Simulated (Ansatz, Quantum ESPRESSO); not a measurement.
## GaN [001], wurtzite: pulling along c

The c axis is held at a set length while the cell relaxes sideways. How do the lateral strain and the stress follow? The strained cell has c along the load; unstrained it is a = 3.1836 Å, b = 3.1836 Å, c = 5.1871 Å, α = 90.00°, β = 90.00°, γ = 120.00°, with 4 atoms.

Calculated with Quantum ESPRESSO 7.5, PBEsol, PseudoDojo 0.4.1 norm-conserving potentials, cutoff 1170 eV, Fermi–Dirac smearing 0.02 eV, k-mesh 10×10×6, no spin polarisation, no spin-orbit coupling.

Relaxed positions at 0 %:

```csv
atom,x,y,z
Ga,0.3333,0.6667,0.0003
Ga,0.6667,0.3333,0.5003
N,0.6667,0.3333,0.1237
N,0.3333,0.6667,0.6237
```

| ε_c (%) | a (Å) | c (Å) | ε_a (%) | σ (GPa, tension positive) |
| --- | --- | --- | --- | --- |
| −3 | 3.2045 | 5.0315 | 0.656 | −10.16 |
| −2 | 3.1971 | 5.0833 | 0.424 | −6.82 |
| 0 | 3.1836 | 5.1871 | 0.000 | 0.00 |
| 1 | 3.1777 | 5.2389 | −0.187 | 3.44 |
| 2 | 3.1720 | 5.2908 | −0.365 | 6.84 |
| 3 | 3.1668 | 5.3427 | −0.529 | 10.18 |

**Question.** Fit both responses and give the free strain and the stress at −1 %, a row left out above.

Least squares with y = y0 + y1 ε + y2 ε² (ε in %) gives ε_a = 0.002 + (−0.1974) ε + (0.0069) ε² and σ = 0.02 + (3.399) ε + (−0.001) ε² GPa. The linear terms put the ratio of free to applied strain at −0.197 and the Young modulus at 340 GPa.

At −1 % the free strain comes out as 0.206 %. The run itself gives 0.206 %, so the estimate misses by 0.000 %, a rounding's worth.

The stress comes out as −3.38 GPa. The run itself gives −3.42 GPa, so the estimate misses by 0.04 GPa; the fitted rows themselves lie up to 0.04 GPa off the law.

The same fit over all rows at other levels or in other programs gives the strain ratio = −0.198 with PBEsol (Quantum ESPRESSO, GBRV) and −0.196 with PBEsol (Ansatz).

[Logs are printed without paths, hosts, clocks, repeated set-up lines and the standing remarks that a program may print on its own settings, such as how far it seeks lower states.]
